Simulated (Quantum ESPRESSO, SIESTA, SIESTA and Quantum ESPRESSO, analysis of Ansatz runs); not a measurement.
## V_F in LiF (Fm-3m): how far do the levels depend on the basis, the mesh and the program? (SIESTA and Quantum ESPRESSO)

Question: at which Fermi levels does V_F in LiF (Fm-3m) change its charge, and how much of the answer depends on the basis, the mesh and the program? The model is a cell of 54 host atoms with 1 F taken out.

Main program and level: SIESTA and Quantum ESPRESSO; SIESTA numerical-orbital DFT, PBEsol, DZP basis, PseudoDojo 0.4.1 potentials converted to PSML; charged supercells in a uniform background, point-charge correction with alignment at far sites.

## (1) The starting structure

The cell holds 53 atoms: 27 Li and 26 F. Its edges and angles: a = 8.473 Å, b = 8.473 Å, c = 8.473 Å, α = 59.9°, β = 59.9°, γ = 59.9°. It derives from LiF (space group Fm-3m). Nearest the centre at fractional (0.500, 0.500, 0.500): Li32 at 2.00 Å, Li28 at 2.00 Å, Li44 at 2.00 Å, Li46 at 2.00 Å, Li50 at 2.00 Å, Li34 at 2.00 Å, F16 at 2.82 Å, F12 at 2.82 Å.

Structure file:

```xyz
53
Lattice="0.0054 5.9910 5.9910 5.9910 0.0054 5.9910 5.9910 5.9910 0.0054" Properties=species:S:1:pos:R:3 pbc="T T T"
Li    0.0000    0.0000    0.0000
F     1.9979    1.9979    1.9979
Li    1.9970    1.9970    0.0018
F     3.9949    3.9949    1.9997
Li    3.9940    3.9940    0.0036
F     5.9919    5.9919    2.0015
Li    1.9970    0.0018    1.9970
F     3.9949    1.9997    3.9949
Li    3.9940    1.9988    1.9988
F     5.9919    3.9967    3.9967
Li    5.9910    3.9958    2.0006
F     7.9889    5.9937    3.9985
Li    3.9940    0.0036    3.9940
F     5.9919    2.0015    5.9919
Li    5.9910    2.0006    3.9958
F     7.9889    3.9985    5.9937
Li    7.9880    3.9976    3.9976
F     9.9859    5.9955    5.9955
Li    0.0018    1.9970    1.9970
F     1.9997    3.9949    3.9949
Li    1.9988    3.9940    1.9988
F     3.9967    5.9919    3.9967
Li    3.9958    5.9910    2.0006
F     5.9937    7.9889    3.9985
Li    1.9988    1.9988    3.9940
F     3.9967    3.9967    5.9919
Li    3.9958    3.9958    3.9958
Li    5.9928    5.9928    3.9976
F     7.9907    7.9907    5.9955
Li    3.9958    2.0006    5.9910
F     5.9937    3.9985    7.9889
Li    5.9928    3.9976    5.9928
F     7.9907    5.9955    7.9907
Li    7.9898    5.9946    5.9946
F     9.9877    7.9925    7.9925
Li    0.0036    3.9940    3.9940
F     2.0015    5.9919    5.9919
Li    2.0006    5.9910    3.9958
F     3.9985    7.9889    5.9937
Li    3.9976    7.9880    3.9976
F     5.9955    9.9859    5.9955
Li    2.0006    3.9958    5.9910
F     3.9985    5.9937    7.9889
Li    3.9976    5.9928    5.9928
F     5.9955    7.9907    7.9907
Li    5.9946    7.9898    5.9946
F     7.9925    9.9877    7.9925
Li    3.9976    3.9976    7.9880
F     5.9955    5.9955    9.9859
Li    5.9946    5.9946    7.9898
F     7.9925    7.9925    9.9877
Li    7.9916    7.9916    7.9916
F     9.9895    9.9895    9.9895
```

Known beforehand: the electronic dielectric constant, 2.08, and the static one, 9.41, from a response run on this crystal (DFPT, PBEsol, Quantum ESPRESSO) at that run's own cell.

The cell's shortest repeat is 8.5 Å.

The primitive cell was relaxed at this level beforehand, to 15.91 Å³.

The defect-free supercell was relaxed beforehand, from displaced atoms: they ended at most 0.01 Å from the sites they started about, so the symmetric structure holds.

## (2) Band edges

Levels are counted from the valence top, which comes from the unit cell, dense mesh; the energy of the host comes from the defect-free supercell at the defects' own k-points, so that the host's part of the sampling error cancels.

Input file host.fdf:

```
SystemName                      LiF
SystemLabel                     host
NumberOfSpecies                 2
NumberOfAtoms                   2
%block ChemicalSpeciesLabel
  1    3 Li
  2    9 F
%endblock ChemicalSpeciesLabel
LatticeConstant                 1.0 Ang
%block LatticeVectors
     0.001805000     1.996990000     1.996990000
     1.996990000     0.001805000     1.996990000
     1.996990000     1.996990000     0.001805000
%endblock LatticeVectors
AtomicCoordinatesFormat         Fractional
%block AtomicCoordinatesAndAtomicSpecies
     0.000000000     0.000000000     0.000000000  1
     0.499999625     0.499999625     0.499999625  2
%endblock AtomicCoordinatesAndAtomicSpecies
%block kgrid.MonkhorstPack
   14   0   0  0.00
    0  14   0  0.00
    0   0  14  0.00
%endblock kgrid.MonkhorstPack
XC.Functional                   GGA
XC.Authors                      PBEsol
PAO.BasisSize                   DZP
PAO.EnergyShift                 0.005 Ry
Mesh.Cutoff                     300 Ry
%block PAO.PolarizationScheme
  Li non-perturbative
%endblock PAO.PolarizationScheme
OccupationFunction              FD
ElectronicTemperature           0.01 eV
MaxSCFIterations                150
SCF.MustConverge                true
SCF.Mixer.Method                Pulay
SCF.Mixer.Weight                0.2
SCF.Mixer.History               10
SCF.DM.Tolerance                1.0e-4
SCF.H.Tolerance                 1.0e-3 eV
WriteForces                     true
Charge.Mulliken                 end
```

Command:

```
> OMP_NUM_THREADS=1 siesta host.fdf > host.out
```

What it wrote:

```text
Version         : 5.4.2

                           ***********************
                           *  WELCOME TO SIESTA  *
                           ***********************

[...]
reinit: Reading from file host.fdf

reinit: -----------------------------------------------------------------------
reinit: System Name: LiF
reinit: -----------------------------------------------------------------------
reinit: System Label: host
reinit: -----------------------------------------------------------------------

initatom: Reading input for the pseudopotentials and atomic orbitals ----------
Species number:   1 Atomic number:    3 Label: Li
Species number:   2 Atomic number:    9 Label: F

[... pseudopotential checks and orbital generation ...]

prinput: Basis input

PAO.BasisType split

%block ChemicalSpeciesLabel
    1    3 Li                      # Species index, atomic number, species label
    2    9 F                       # Species index, atomic number, species label
%endblock ChemicalSpeciesLabel

%block PAO.Basis                 # Define Basis set
# WARNING: This information might be incomplete!
[...]
(Free)E + p*V (eV/cell)     -866.3147
Target enthalpy (eV/cell)     -866.3045
[...]
siesta: Final energy (eV):
siesta:  Band Struct. =    -266.793544
siesta:       Kinetic =     585.898473
siesta:       Hartree =     222.394365
siesta:         Exch. =    -181.825111
siesta:         Corr. =     -12.380846
siesta:   Exch.-corr. =    -194.205957
siesta:  Ion-electron =   -1069.731995
siesta:       Ion-ion =    -410.659384
siesta:         Total =    -866.304498
siesta:         Fermi =     -10.002826
[...]
siesta: Stress tensor (static) (eV/Ang**3):
siesta:     0.000638    0.000244    0.000244
siesta:     0.000244    0.000638    0.000244
siesta:     0.000244    0.000244    0.000638
[...]
siesta: Cell volume =         15.906274 Ang**3
[...]
siesta: Pressure (static):
siesta:                Solid            Molecule  Units
siesta:          -0.00000695         -0.00000696  Ry/Bohr**3
siesta:          -0.00063831         -0.00063875  eV/Ang**3
siesta:          -1.02268603         -1.02339718  kBar
[...]
mulliken: Qtot =       10.000

Mulliken Atomic Populations:
Atom #   charge [q] valence [e]  Species
     1     0.505882    2.494118  Li
     2    -0.505882    7.505882  F
 Total    -0.000000

Job completed
```

Run time: 29 s. Hardware: 1 MPI rank of Arm Neoverse V2, shared host; peak memory 0.21 GiB.

The gap at this level is 9.10 eV.

Test of the sampling: at one point at (¼, ¼, ¼) the host's energy lies under 1 meV an atom above its value on the primitive cell's dense mesh, close enough for the relaxations.

(Continued in part 2 of 6.)

[Logs are printed without paths, hosts, clocks, repeated set-up lines and the standing remarks that a program may print on its own settings, such as how far it seeks lower states.]

[Hosts, paths, dates, database ids (printed as entryN), source tags and the programs' standing remarks are cut or masked in the printed files.]

[For some hosts the program warned that the k-mesh of the response run may be too coarse for force constants and the static dielectric constant; such warnings are not shown here.]

[Charge tables in the logs are Mulliken or Hirshfeld populations, whose sizes and signs can differ; where basis functions stand at a vacancy, SIESTA counts their charge against the missing atom's valence.]

[In relaxation paths of CP2K, step 0 can be the structure after the first move, since the trajectory file begins there, and the last row can be the final structure solved once more.]
